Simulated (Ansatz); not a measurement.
# Fe3Co: convergence and cost

The task, for Fe3Co: see how the k-point mesh moves the results.

Program: Ansatz 0.2.0. Level of theory: DFT r2SCAN, scalar-relativistic, plane waves, PAW. These are calculated values, not measurements.

1 further run of the same task is left out (set aside as unsound or not needed). Runs told in other sessions of the task aren't counted.

### Step 1. The starting structure

The structure is tetragonal, space group P4/mmm (No. 123). Conventional cell: a = 4.024 Å, b = 4.024 Å, c = 2.828 Å, α = 90.00°, β = 90.00°, γ = 90.00°. Fe (site symmetry 4/mmm) has 10 Fe at 2.46 to 2.83 Å in its first shell of neighbours. Around Fe (site symmetry mmm) lie 10 Fe at 2.46 to 2.85 Å and 4 Co at 2.46 Å. Around Co (site symmetry 4/mmm) lie 12 Fe at 2.46 to 2.85 Å and 2 Co at 2.83 Å.

Structure file:

```cif
data_structure
_symmetry_space_group_name_H-M 'P4/mmm'
_symmetry_Int_Tables_number 123
_cell_length_a 4.0236
_cell_length_b 4.0236
_cell_length_c 2.8277
_cell_angle_alpha 90.000
_cell_angle_beta 90.000
_cell_angle_gamma 90.000
_cell_volume 45.78
loop_
_atom_site_label
_atom_site_type_symbol
_atom_site_symmetry_multiplicity
_atom_site_Wyckoff_symbol
_atom_site_fract_x
_atom_site_fract_y
_atom_site_fract_z
_atom_site_occupancy
Fe1 Fe 1 c 0.50000 0.50000 0.00000 1
Fe2 Fe 2 e 0.50000 0.00000 0.50000 1
Co1 Co 1 a 0.00000 0.00000 0.00000 1
```

Source of the structure: the Materials Project (structure only). It is taken as it stands there.

### Step 2. The base run, which the others are set against

input.yaml

```yaml
crystal:
  lattice:
    - [4.023579445, 0.0, 0.0]
    - [0.0, 4.023579445, 0.0]
    - [0.0, 0.0, 2.82770517]
  atoms:
    - { symbol: Fe, position: [0.5, 0.5, 0.0], spin: 3.03 }
    - { symbol: Fe, position: [0.5, 0.0, 0.5], spin: 3.2 }
    - { symbol: Fe, position: [0.0, 0.5, 0.5], spin: 3.2 }
    - { symbol: Co, position: [0.0, 0.0, 0.0], spin: 2.15 }
basis:
  ecutwfc: 500
kpoints:
  mp_grid: { grid: [10, 10, 14] }
hamiltonian:
  xc: r2scan
scf:
  occupations: { method: gaussian, width: 0.1 }
output:
  forces: true
  stress: true
  eigenvalues: true
  populations: true
  write_density: true
  write_potential: true
  elf: true
  volumetric_format: npy
magnetization:
  spin_polarized: true
```

Its results, from an earlier run: -4647.4341 eV/atom at zero smearing, pressure 0.37 GPa, largest force 0.000 eV/Å, no gap on the mesh, site moments Fe +2.69, Fe +2.87 (×2), Co +1.92 μB, in 18 SCF cycles and 92 s.

### Step 3. K-point mesh: 1×1×1

input.yaml

```yaml
crystal:
  lattice:
    - [4.023579445, 0.0, 0.0]
    - [0.0, 4.023579445, 0.0]
    - [0.0, 0.0, 2.82770517]
  atoms:
    - { symbol: Fe, position: [0.5, 0.5, 0.0], spin: 2.96 }
    - { symbol: Fe, position: [0.5, 0.0, 0.5], spin: 3.16 }
    - { symbol: Fe, position: [0.0, 0.5, 0.5], spin: 3.16 }
    - { symbol: Co, position: [0.0, 0.0, 0.0], spin: 2.11 }
basis:
  ecutwfc: 500
kpoints:
  mp_grid: { grid: [1, 1, 1] }
hamiltonian:
  xc: r2scan
scf:
  occupations: { method: gaussian, width: 0.1 }
output:
  forces: true
  stress: true
  eigenvalues: true
  populations: true
magnetization:
  spin_polarized: true
```

The run is started by

```console
$ ansatz run input.yaml --threads 1 --pin off --max-ram 2560MiB --backend cpu --events-out ev --progress --plain --runs-dir out
```

### Step 4. K-point mesh: 2×2×2

input.yaml: that of step 3 with these lines changed.

```diff
@@ -13,3 +13,3 @@
 kpoints:
-  mp_grid: { grid: [1, 1, 1] }
+  mp_grid: { grid: [2, 2, 2] }
 hamiltonian:
```

### Step 5. K-point mesh: 2×2×4

input.yaml: that of step 4 with these lines changed.

```diff
@@ -13,3 +13,3 @@
 kpoints:
-  mp_grid: { grid: [2, 2, 2] }
+  mp_grid: { grid: [2, 2, 4] }
 hamiltonian:
```

### Step 6. K-point mesh set to 4×4×6

input.yaml: that of step 5 with these lines changed.

```diff
@@ -13,3 +13,3 @@
 kpoints:
-  mp_grid: { grid: [2, 2, 4] }
+  mp_grid: { grid: [4, 4, 6] }
 hamiltonian:
```

### Step 7. K-point mesh set to 6×6×6

input.yaml: that of step 6 with these lines changed.

```diff
@@ -13,3 +13,3 @@
 kpoints:
-  mp_grid: { grid: [4, 4, 6] }
+  mp_grid: { grid: [6, 6, 6] }
 hamiltonian:
```

### Step 8. K-point mesh set to 6×6×8

input.yaml: that of step 7 with these lines changed.

```diff
@@ -13,3 +13,3 @@
 kpoints:
-  mp_grid: { grid: [6, 6, 6] }
+  mp_grid: { grid: [6, 6, 8] }
 hamiltonian:
```

### Step 9. K-point mesh set to 6×6×10

input.yaml: that of step 8 with these lines changed.

```diff
@@ -13,3 +13,3 @@
 kpoints:
-  mp_grid: { grid: [6, 6, 8] }
+  mp_grid: { grid: [6, 6, 10] }
 hamiltonian:
```

### Step 10. K-point mesh set to 8×8×10

input.yaml: that of step 9 with these lines changed.

```diff
@@ -13,3 +13,3 @@
 kpoints:
-  mp_grid: { grid: [6, 6, 10] }
+  mp_grid: { grid: [8, 8, 10] }
 hamiltonian:
```

### Step 11. K-point mesh: 8×8×12

input.yaml: that of step 10 with these lines changed.

```diff
@@ -13,3 +13,3 @@
 kpoints:
-  mp_grid: { grid: [8, 8, 10] }
+  mp_grid: { grid: [8, 8, 12] }
 hamiltonian:
```

### Step 12. K-point mesh set to 12×12×16

input.yaml: that of step 11 with these lines changed.

```diff
@@ -13,3 +13,3 @@
 kpoints:
-  mp_grid: { grid: [8, 8, 12] }
+  mp_grid: { grid: [12, 12, 16] }
 hamiltonian:
```

### Step 13. K-point mesh: 14×14×18

input.yaml: that of step 12 with these lines changed.

```diff
@@ -13,3 +13,3 @@
 kpoints:
-  mp_grid: { grid: [12, 12, 16] }
+  mp_grid: { grid: [14, 14, 18] }
 hamiltonian:
```

(Steps that only read results are left out.)

Q: Predict the outcome of the series: the values and the trend.

**Answer**, as computed:

| quantity | value |
| --- | --- |
| k-point mesh: within 10 and 1 meV/atom of 14×14×18 from | 6×6×6 for 10; 8×8×10 for 1 |

In words: For the k-point mesh, the energy stays within 1 meV/atom of the reference from 8×8×10 on, at about 0.27 of the reference's time. That is measured against the best run here, which may itself be short of the limit. The gaps on the coarsest meshes are artefacts of sampling: the crystal is a metal on the dense ones. The error changes sign along the series, since a k mesh isn't variational, and a metal needs dense meshes to resolve its Fermi surface. The cell's moment varies from 9.70 to 13.00 μB over the series. The magnetic state reached may not be the lowest one.
